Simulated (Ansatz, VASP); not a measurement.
Two plane-wave programs on Al

```
Al
1.0
     0.00000    2.02055    2.02055
     2.02055    0.00000    2.02055
     2.02055    2.02055    0.00000
Al
1
Direct
  0.00000 0.00000 0.00000
```

Alike in both runs: functional PBE; k mesh 18 × 18 × 18; occupations fermi-dirac, width 0.08 eV; no spin polarisation.

Ansatz relaxed the structure, and its values are those at the end. VASP's run is a single point on that final structure, the one shown.

```csv
,VASP,Ansatz
version,VASP 6.6.1,Ansatz 0.2.0
potentials or method,"VASP PAW PBE potentials, release 64 (Al)","PAW with Ansatz's default frozen-core files, scalar-relativistic"
plane-wave cutoff (eV),520,420
valence electrons in the cell,3,3
```

|  | VASP | Ansatz | Ansatz less VASP |
| --- | --- | --- | --- |
| pressure (GPa) | 0.0 | 0.0 | +0.04 |

The functional is the same, so the differences come from potentials, cutoffs and numerics.
